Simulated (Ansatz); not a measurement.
Space group P-3m1 (No. 164). a = 4.240 Å, b = 4.240 Å, c = 6.836 Å, α = 90.00°, β = 90.00°, γ = 120.00°
```
atom site symmetry x y z
  Cd    1a      -3m.  0.0000  0.0000  0.0000
   I    2d       3m.  0.3333  0.6667  0.2532
```

Equation of state of this CdI2 structure (not necessarily the ground state), with shape and atoms relaxed at each volume where symmetry leaves them free. Level of theory: DFT PBE+D3(BJ), scalar-relativistic, plane waves, PAW in Ansatz 0.2.0.

Settings: cutoff 420 eV, Γ-centred mesh 6×6×4 on the computed 3-atom cell, Gaussian smearing of 0.02 eV; no spin polarisation.

| V (Å³/atom) | E − E(largest V) (meV/atom) | P (GPa) | gap on mesh (eV) |
| --- | --- | --- | --- |
| 31.219 | 26.89 | 3.55 | 2.19 |
| 32.283 | 7.57 | 2.31 | 2.30 |
| 33.347 | -4.39 | 1.35 | 2.31 |
| 34.412 | -10.60 | 0.57 | 2.32 |
| 35.476 | -12.41 | 0.02 | 2.34 |
| 36.540 | -10.92 | -0.44 | 2.36 |
| 37.604 | -7.12 | -0.74 | 2.38 |
| 39.023 | 0.00 | -0.90 | 2.39 |

Question: Fit a third-order Birch–Murnaghan equation to E(V).

Answer: V0 = 35.49 Å³/atom, B0 = 16 GPa, B0' = 9.5. B0' is unusual or poorly fixed by this range.

Spin-orbit coupling is left out, which matters for the bands of heavy elements.

Cost: 8 runs of about 2.2 core-minutes in all, on Intel Xeon Platinum 8375C (Ice Lake) (shared hosts).